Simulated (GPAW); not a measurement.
# C (Fd-3m) in GPAW: a series of runs, part 3 of 3

GPAW 26.7.0.

**4. Band structure, optB88-vdW**

run.py reads:

```python
import spglib
from ase import Atoms
from ase.dft.bandgap import bandgap
from ase.io import read, write
from gpaw import GPAW, PW

atoms = read('C.cif')
cell, positions, numbers = spglib.find_primitive(
    (atoms.cell[:], atoms.get_scaled_positions(), atoms.numbers), symprec=1e-4)
atoms = Atoms(numbers, cell=cell, scaled_positions=positions, pbc=True)

calc = GPAW(mode=PW(800),
            xc={'name': 'optB88-vdW', 'backend': 'libvdwxc'},
            kpts={'size': (10, 10, 10), 'gamma': True},
            occupations={'name': 'fermi-dirac', 'width': 0.05},
            nbands=11,
            convergence={'density': 1e-05, 'energy': 1e-05},
            maxiter=150,
            legacy_gpaw=True,
            txt='gpaw.txt')
atoms.calc = calc
energy = atoms.get_potential_energy()
forces = atoms.get_forces()
calc.write('gs.gpw')
write('result.traj', atoms)
print(f'Energy: {energy:.6f} eV')
print('Forces (eV/A):')
print(forces.round(4))
print('Fermi level:', round(calc.get_fermi_level(), 4), 'eV')
print(f'Gap: {bandgap(calc)[0]:.4f} eV, direct: {bandgap(calc, direct=True)[0]:.4f} eV')

path = atoms.cell.bandpath('GXWKGLUWLK,UX', npoints=60, eps=1e-4)
bs_calc = calc.fixed_density(kpts=path, symmetry='off', nbands=18,
                             convergence={'bands': 'CBM+6.0', 'eigenstates': 1e-6}, txt='bands.txt')
bs = bs_calc.band_structure()
bs.write('bs.json')
print(f'Gap on the path: {bandgap(bs_calc)[0]:.4f} eV')
```

C.cif is that of step 3.

Potentials or basis: GPAW PAW data sets (gpaw-data 1.2.1), pw.

Command:

```
$ OMP_NUM_THREADS=1 python run.py
```

gpaw.txt:

```text
___ ___ ___ _ _ _
 |   |   |_  | | | |
 | | | | | . | | | |
 |__ |  _|___|_____|  26.7.0
 |___|_|

Input parameters:
  convergence: {density: 1e-05,
                energy: 1e-05}
  kpts: {gamma: True,
         size: (10, 10, 10)}
  maxiter: 150
  mode: {ecut: 800.0,
         name: pw}
  nbands: 11
  occupations: {name: fermi-dirac,
                width: 0.05}
  xc: {backend: libvdwxc,
       name: optB88-vdW}

System changes: positions, numbers, cell, pbc, initial_charges, initial_magmoms

Initialize ...

species:
  C:
    name:    Carbon
    Z:       6.0
    valence: 4
    core:    2
    charge:  0.0  # [|e|]
    compensation charges:
      type: gauss
      rc: 0.20  # [Å]
      lmax: 2
    cutoffs:
      filter: 1.14  # [Å]
      core: 1.14  # [Å]
    projectors
    | kind |    occ | energy [eV] | rcut [Å] |
    |------|--------|-------------|----------|
    |   2s |  2.000 |     -13.751 |    0.635 |
    |   2p |  2.000 |      -5.284 |    0.635 |
    |    s |        |      13.461 |    0.635 |
    |    p |        |      21.927 |    0.635 |
    |    d |        |       0.000 |    0.635 |

    Using partial waves for C as LCAO basis

Reference energy: -2055.256231  # eV

Spin-paired calculation

Convergence criteria:
 Maximum [total energy] change in last 3 cyles: 1e-05 eV / valence electron
 Maximum integral of absolute [dens]ity change: 1e-05 electrons / valence electron
 Maximum integral of absolute [eigenst]ate change: 4e-08 eV^2 / valence electron
 Maximum number of scf [iter]ations: 150
 (Square brackets indicate name in SCF output, whereas a 'c' in
 the SCF output indicates the quantity has converged.)

Symmetries present (total): 24

  ( 1  0  0)  ( 1  0  0)  ( 1  0 -1)  ( 1  0 -1)  ( 1 -1  0)  ( 1 -1  0)
[... 69 lines left out ...]
  Local blocksize: 36 x 36 x 36
  PAW datasets: PBE

Number of atoms: 2
Number of atomic orbitals: 8
Number of bands in calculation: 11
Number of valence electrons: 8
Bands to converge: occupied

... initialized

Initializing position-dependent things.

Density initialized from atomic densities
Creating initial wave functions:
  8 bands from LCAO basis set
  3 bands from random numbers

          C
       C

Atomic positions and initial magnetic moments

Positions:
   0 C      0.891685    0.891685    0.891685    ( 0.0000,  0.0000,  0.0000)
   1 C      0.000000    0.000000    0.000000    ( 0.0000,  0.0000,  0.0000)

Unit cell:
           periodic     x           y           z      points  spacing
  1. axis:    yes    0.000000    1.783370    1.783370    18     0.1144
  2. axis:    yes    1.783370    0.000000    1.783370    18     0.1144
  3. axis:    yes    1.783370    1.783370    0.000000    18     0.1144

  Lengths:   2.522066   2.522066   2.522066
  Angles:   60.000000  60.000000  60.000000

Effective grid spacing dv^(1/3) = 0.1248

iter:   1   -24.450467
iter:   2   -24.374880   -2.53  -0.82
iter:   3   -23.875746   -1.20  -0.85
iter:   4   -23.877512   -3.41  -1.79
iter:   5   -23.877203   -3.67  -2.03
iter:   6   -23.877172   -5.56  -2.97
iter:   7   -23.877173c  -7.50c -3.88
iter:   8   -23.877173c  -9.61c -4.97
iter:   9   -23.877173c -10.31c -5.56c

Converged after 9 iterations.

Dipole moment: (-1.839041, -1.839041, -1.839041) |e|*Ang

Energy contributions relative to reference atoms: (reference = -2055.256231)

Kinetic:        +19.515603
Potential:      -18.262210
External:        +0.000000
XC:             -25.171892
Entropy (-ST):   -0.000000
Local:           +0.041326
SIC:             +0.000000
--------------------------
Free energy:    -23.877173
Extrapolated:   -23.877173

Non-local optB88 correlation energy: 0.637548
Semilocal GGA_X_OPTB88_VDW+LDA_C_PW energy: -97.134672
(Not including atomic contributions)
Showing only first 2 kpts
 Kpt  Band  Eigenvalues  Occupancy
  0     2     11.86784    2.00000
  0     3     11.86784    2.00000
  0     4     17.54928    0.00000
  0     5     17.54928    0.00000

  1     2     10.66924    2.00000
  1     3     11.01257    2.00000
  1     4     17.29066    0.00000
  1     5     19.05910    0.00000

Fermi level: 12.89601

Gap: 4.372 eV
Transition (v -> c):
  (s=0, k=0, n=3, [0.00, 0.00, 0.00]) -> (s=0, k=24, n=4, [0.40, 0.40, 0.00])
Direct/indirect transitions are different
Direct gap: 5.681 eV
Transition at: (s=0, k=0, n=3, [0.00, 0.00, 0.00])

Forces in eV/Ang:
  0 C     0.00000   -0.00000    0.00000
  1 C    -0.00000   -0.00000   -0.00000

Writing to gs.gpw (mode='')
```

bands.txt:

```text
___ ___ ___ _ _ _
 |   |   |_  | | | |
 | | | | | . | | | |
 |__ |  _|___|_____|  26.7.0
 |___|_|

Input parameters:
  convergence: {bands: CBM+6.0,
                eigenstates: 1e-06}
  gpts: [18 18 18]
  kpts: {cell: Cell([[0.0, 1.78337, 1.78337], [1.78337, 0.0, 1.78337], [1.78337, 1.78337, 0.0]]),
         kpts: [[0.      0.      0.     ]
[... 182 lines left out ...]
  0     3     11.86784    2.00000
  0     4     17.54928    0.00000
  0     5     17.54928    0.00000

  1     2     11.32839    2.00000
  1     3     11.52284    2.00000
  1     4     17.44306    0.00000
  1     5     18.21086    0.00000

Fermi level: 12.89601

Gap: 4.329 eV
Transition (v -> c):
  (s=0, k=24, n=3, [0.00, 0.00, 0.00]) -> (s=0, k=6, n=4, [0.38, 0.00, 0.38])
Direct/indirect transitions are different
Direct gap: 5.681 eV
Transition at: (s=0, k=24, n=3, [0.00, 0.00, 0.00])
```

It took 14 s on 1 thread of Arm Neoverse V1, shared host; peak memory 0.18 GiB.

Results:

```yaml
Free_energy: -23.8772 eV
Band_gap_on_the_k_mesh: 4.37 eV, indirect (least direct gap 5.68 eV)
Band_gap_along_the_path: 4.33 eV, indirect (least direct gap 5.68 eV)
```

Levels at the corners of the path, in eV from the valence-band top:
| point | band 1 | band 2 | band 3 | band 4 | band 5 | band 6 | band 7 |
| --- | --- | --- | --- | --- | --- | --- | --- |
| Γ | -21.27 | 0.00 | 0.00 | 0.00 | 5.68 | 5.68 | 5.68 |
| X | -12.62 | -12.62 | -6.22 | -6.22 | 4.98 | 4.98 | 16.73 |
| W | -11.84 | -11.84 | -8.20 | -8.20 | 10.75 | 10.75 | 12.38 |
| K | -12.84 | -11.60 | -9.18 | -5.29 | 5.89 | 10.87 | 14.35 |
| Γ | -21.27 | 0.00 | 0.00 | 0.00 | 5.68 | 5.68 | 5.68 |
| L | -15.54 | -13.21 | -2.77 | -2.77 | 8.56 | 8.56 | 9.00 |
| U | -12.84 | -11.60 | -9.18 | -5.29 | 5.89 | 10.87 | 14.35 |
| W | -11.84 | -11.84 | -8.20 | -8.20 | 10.75 | 10.75 | 12.38 |
| L | -15.54 | -13.21 | -2.77 | -2.77 | 8.56 | 8.56 | 9.00 |
| K | -12.84 | -11.60 | -9.18 | -5.29 | 5.89 | 10.87 | 14.35 |
| U | -12.84 | -11.60 | -9.18 | -5.29 | 5.89 | 10.87 | 14.35 |
| X | -12.62 | -12.62 | -6.22 | -6.22 | 4.98 | 4.98 | 16.73 |

Caveat: the PAW data sets were made with another functional, which shifts forces and pressure a little.

**5. Against experiment**

Step 3. A measured bulk modulus of C is 442 GPa (quoted in “Equation of state of cubic boron nitride at high pressures and temperatures”, 2007, arxiv:cond-mat/0702656); the calculated 430 GPa misses it by -2.8 %. 3 values of this kind are on record (442 to 444.8 GPa); this one was drawn at random among those near their median, those with a stated uncertainty first. The fit is for a static lattice scaled at fixed shape and fixed fractional positions. The cell as given is a measured one (5.67 Å³/atom); optB88-vdW puts the equilibrium volume +0.7 % from it, thermal expansion not counted.
